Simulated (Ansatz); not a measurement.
## Si3N4 in Ansatz: the effect of target pressure

The system is Si3N4.

```
CELL_PARAMETERS angstrom
4.13078 0.00000 0.00000
0.00000 4.13078 0.00000
0.00000 0.00000 4.13078
ATOMIC_POSITIONS crystal
Si 0.00000 0.00000 0.50000
Si 0.50000 0.00000 0.00000
Si 0.00000 0.50000 0.00000
N 0.23952 0.23952 0.76048
N 0.76048 0.76048 0.76048
N 0.23952 0.76048 0.23952
N 0.76048 0.23952 0.23952
```

The cell was built by a generator and needn't be a form met in nature.

Alike in all runs:

```yaml
Program: Ansatz 0.2.0
Task: relaxation of cell and atoms
Functional: PBEsol
Potentials_or_basis: Ansatz PAW
Cutoff: "420 eV (not typed: the program's choice for these potentials)"
k_mesh: 7 × 7 × 7
Occupations: fermi-dirac, width 0.05 eV
Spin: no spin polarisation
```

Each run relaxes the cell or the atoms first.

| target pressure | relaxed volume (Å³/atom) | gap on the mesh (eV) |
| --- | --- | --- |
| 0 GPa | 9.88 | 2.63 |
| 2 GPa | 9.79 | 2.62 |
| 5 GPa | 9.66 | 2.61 |
| 10 GPa | ? | ? |
| 20 GPa | 9.11 | 2.56 |
| 30 GPa | 8.80 | 2.51 |

Problem. What does the run with target pressure 10 GPa give?

Solution. Relaxed volume 9.46 Å³/atom; gap on the mesh 2.60 eV.

Worked out: In Murnaghan's law V^(-B') rises as a straight line in P. The other rows fit best with B' = 3.0, V0 = 9.88 Å³/atom and B0 = 217 GPa, which gives 9.46 Å³/atom at 10 GPa, against the run's 9.46. A straight line through the other rows of the gap on the mesh, of slope -0.00385 eV per GPa, gives 2.59 eV, against the run's 2.60.

Caveats: odd divisions of the mesh miss points on the zone boundary, where band edges often lie, so the gap on the mesh can be too wide; the plane-wave basis is chosen anew once the cell has moved, so the energies of steps on either side of that aren't comparable; the PAW data sets come from PBE, with cores solved anew for the run's functional, which leaves a small shift of forces and pressure.

A k mesh can miss the band edges.
